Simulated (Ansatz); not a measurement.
## ³³S NMR of the central transition in GaS under strain

Cell: an entry of the Crystallography Open Database (COD), relaxed with PBE at fixed cell and then changed (z compressed by 2 %, ions relaxed).

```
Ga S
1.0
     3.58500    0.00000    0.00000
    -1.79250    3.10470    0.00000
     0.00000    0.00000   15.19000
Ga S
4 4
Direct
  0.33333 0.66667 0.16970
  0.66667 0.33333 0.66970
  0.33333 0.66667 0.33030
  0.66667 0.33333 0.83030
  0.33333 0.66667 0.59829
  0.66667 0.33333 0.09829
  0.33333 0.66667 0.90171
  0.66667 0.33333 0.40171
```

Atom numbers follow the list; atoms alike are taken as one site, whose name carries the number of the first.

All values are calculated (Ansatz; DFT, PBE, plane waves and PAW, scalar-relativistic, 420 eV cutoff, Γ-centred 14×14×3 k-points, Fermi–Dirac smearing 0.02 eV), not measured.

³³S has I = 3/2 and Q = -69.40 mb (Pyykkö 2018); at 9.4 T its Larmor frequency is ν₀ = 30.8 MHz. Only the quadrupole interaction is simulated: positions count from each site's isotropic chemical shift, and shift anisotropy, dipolar and J coupling are left out.

Problem. What does the ³³S spectrum (static powder) show for each site?

Solution. 

```csv
site,first shell,C_Q (MHz),η,P_Q (MHz),δ_QIS (ppm),breadth (kHz)
S,3 Ga at 2.34 Å,9.53,0.00,9.53,-2399,384
```

δ_QIS = −(ν_Q²/30ν₀²)[I(I+1) − 3/4](1 + η²/3) × 10⁶ ppm with ν_Q = 3|C_Q|/[2I(2I−1)]; it falls as 1/B₀² in ppm, and the breadth as 1/B₀ in kHz.

An axis of threefold or higher order runs through S, so V_zz lies along it and η is zero.

With ν_Q/ν₀ up to 0.15, terms beyond second order are no longer negligible.

The relaxation (3 steps) took 33 s of wall time (33 s of CPU time) and 0.68 GiB at its peak, on 1 thread of Intel Xeon 6975P-C (Granite Rapids) (x86_64; 16 cores open to the job, memory cap 3.0 GiB, no GPU), a shared host with a load of 0.6 a core.
